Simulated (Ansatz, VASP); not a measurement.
One calculation of AlRu, two programs

```xyz
2
Lattice="2.9432 0.0000 0.0000 0.0000 2.9432 0.0000 0.0000 0.0000 2.9432" Properties=species:S:1:pos:R:3 pbc="T T T"
Ru    0.0000    0.0000    0.0000
Al    1.4716    1.4716    1.4716
```

Change from the starting cell: volume scaled by 0.94, LAPW.

Alike in both runs: task single point; functional PBE; k mesh 13 × 13 × 13; occupations fermi-dirac, width 0.1 eV; no spin polarisation.

|  | VASP | Ansatz |
| --- | --- | --- |
| version | VASP 6.6.1 | Ansatz 0.2.0 |
| potentials or method | VASP PAW PBE potentials, release 64 (Ru_pv, Al), cutoff 520 eV | all-electron LAPW, scalar-relativistic |

|  | VASP | Ansatz | Ansatz less VASP |
| --- | --- | --- | --- |
| pressure (GPa) | 14.4 | 14.3 | -0.09 |

Ansatz ran all-electron here, so the differences hold the error of VASP's frozen core and of both bases.
